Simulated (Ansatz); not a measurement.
# Ti: an axial (c/a) deformation path

Aim: for Ti, look for other minima along an axial (c/a) path.

Computed with Ansatz 0.2.0 (DFT PBEsol, scalar-relativistic, plane waves, PAW, unless a step's input says otherwise).

2 further runs of the same task are left out: 2 set aside as unsound or not needed. Runs told in other sessions of the task aren't counted.

## 1. The system as given

It takes space group P6_3/mmc (No. 194, hexagonal). Conventional cell: a = 2.900 Å, b = 2.900 Å, c = 4.591 Å, α = 90.00°, β = 90.00°, γ = 120.00°. Ti (site symmetry -6m2) is surrounded by 12 Ti at 2.84 to 2.90 Å.

Coordinates:

```cif
data_structure
_symmetry_space_group_name_H-M 'P 1'
_symmetry_Int_Tables_number 1
_cell_length_a 2.9004
_cell_length_b 2.9004
_cell_length_c 4.5910
_cell_angle_alpha 90.000
_cell_angle_beta 90.000
_cell_angle_gamma 120.000
_cell_volume 33.45
loop_
_atom_site_label
_atom_site_type_symbol
_atom_site_fract_x
_atom_site_fract_y
_atom_site_fract_z
_atom_site_occupancy
Ti1 Ti 0.33333 0.66667 0.25000 1
Ti2 Ti 0.66667 0.33333 0.75000 1
```

This cell was relaxed beforehand with the same method: volume 16.72 Å³/atom, gap on the mesh none (metal).

## 2. The scan: an axial (c/a) deformation path

At fixed volume and fractional coordinates, lengths along (0.000, 0.000, 1.000) are scaled against those across it; ρ is that ratio over its starting value.

## 3. At ρ = 0.850

Input file input.yaml:

```yaml
crystal:
  lattice:
    - [3.0618942835, 0.0, 0.0]
    - [-1.5309471418, 2.6516782332, 0.0]
    - [0.0, 0.0, 4.1195742945]
  atoms:
    - { symbol: Ti, position: [0.3333333333, 0.6666666667, 0.25] }
    - { symbol: Ti, position: [0.6666666667, 0.3333333333, 0.75] }
basis:
  ecutwfc: 420
kpoints:
  mp_grid: { grid: [24, 24, 14] }
hamiltonian:
  xc: pbesol
scf:
  occupations: { method: gaussian, width: 0.15 }
output:
  forces: true
  stress: true
  eigenvalues: true
```

Started as:

```console
$ ansatz run input.yaml --threads 1 --pin off --max-ram 2560MiB --backend cpu --events-out ev --progress --plain --runs-dir out
```

## 4. At ρ = 1.200

input.yaml: that of step 3 with these lines changed.

```diff
@@ -2,5 +2,5 @@
   lattice:
-    - [3.0618942835, 0.0, 0.0]
-    - [-1.5309471418, 2.6516782332, 0.0]
-    - [0.0, 0.0, 4.1195742945]
+    - [2.729414023, 0.0, 0.0]
+    - [-1.3647070115, 2.3637418814, 0.0]
+    - [0.0, 0.0, 5.1843449025]
   atoms:
```

## 5. ρ = 0.920

input.yaml: that of step 4 with these lines changed.

```diff
@@ -2,5 +2,5 @@
   lattice:
-    - [2.729414023, 0.0, 0.0]
-    - [-1.3647070115, 2.3637418814, 0.0]
-    - [0.0, 0.0, 5.1843449025]
+    - [2.9821802618, 0.0, 0.0]
+    - [-1.4910901309, 2.5826438654, 0.0]
+    - [0.0, 0.0, 4.3427511167]
   atoms:
```

## 6. Point ρ = 1.100

input.yaml: that of step 5 with these lines changed.

```diff
@@ -2,5 +2,5 @@
   lattice:
-    - [2.9821802618, 0.0, 0.0]
-    - [-1.4910901309, 2.5826438654, 0.0]
-    - [0.0, 0.0, 4.3427511167]
+    - [2.8097365792, 0.0, 0.0]
+    - [-1.4048682896, 2.4333032556, 0.0]
+    - [0.0, 0.0, 4.8921696892]
   atoms:
```

## 7. At ρ = 0.960

input.yaml: that of step 6 with these lines changed.

```diff
@@ -2,5 +2,5 @@
   lattice:
-    - [2.8097365792, 0.0, 0.0]
-    - [-1.4048682896, 2.4333032556, 0.0]
-    - [0.0, 0.0, 4.8921696892]
+    - [2.9401721273, 0.0, 0.0]
+    - [-1.4700860637, 2.5462637538, 0.0]
+    - [0.0, 0.0, 4.4677330012]
   atoms:
```

## 8. At ρ = 1.050

input.yaml: that of step 7 with these lines changed.

```diff
@@ -2,5 +2,5 @@
   lattice:
-    - [2.9401721273, 0.0, 0.0]
-    - [-1.4700860637, 2.5462637538, 0.0]
-    - [0.0, 0.0, 4.4677330012]
+    - [2.8536458056, 0.0, 0.0]
+    - [-1.4268229028, 2.471329761, 0.0]
+    - [0.0, 0.0, 4.7427757261]
   atoms:
```

## 9. Point ρ = 0.800

input.yaml: that of step 8 with these lines changed.

```diff
@@ -2,5 +2,5 @@
   lattice:
-    - [2.8536458056, 0.0, 0.0]
-    - [-1.4268229028, 2.471329761, 0.0]
-    - [0.0, 0.0, 4.7427757261]
+    - [3.124399106, 0.0, 0.0]
+    - [-1.562199553, 2.7058089973, 0.0]
+    - [0.0, 0.0, 3.9563956322]
   atoms:
```

## 10. At ρ = 1.300

input.yaml: that of step 9 with these lines changed.

```diff
@@ -2,5 +2,5 @@
   lattice:
-    - [3.124399106, 0.0, 0.0]
-    - [-1.562199553, 2.7058089973, 0.0]
-    - [0.0, 0.0, 3.9563956322]
+    - [2.6575537054, 0.0, 0.0]
+    - [-1.3287768527, 2.3015090208, 0.0]
+    - [0.0, 0.0, 5.468505131]
   atoms:
```

(Steps that only read results are left out.)

Q: Predict the outcome of this session. Wanted: highest point.

**Answer**, as computed:

| quantity | value |
| --- | --- |
| highest point | 201.5 meV/atom at ρ = 1.300 |

What this shows: No sampled point lies below the undisturbed cell. No sampled point inside the path is a dip, apart from those named.
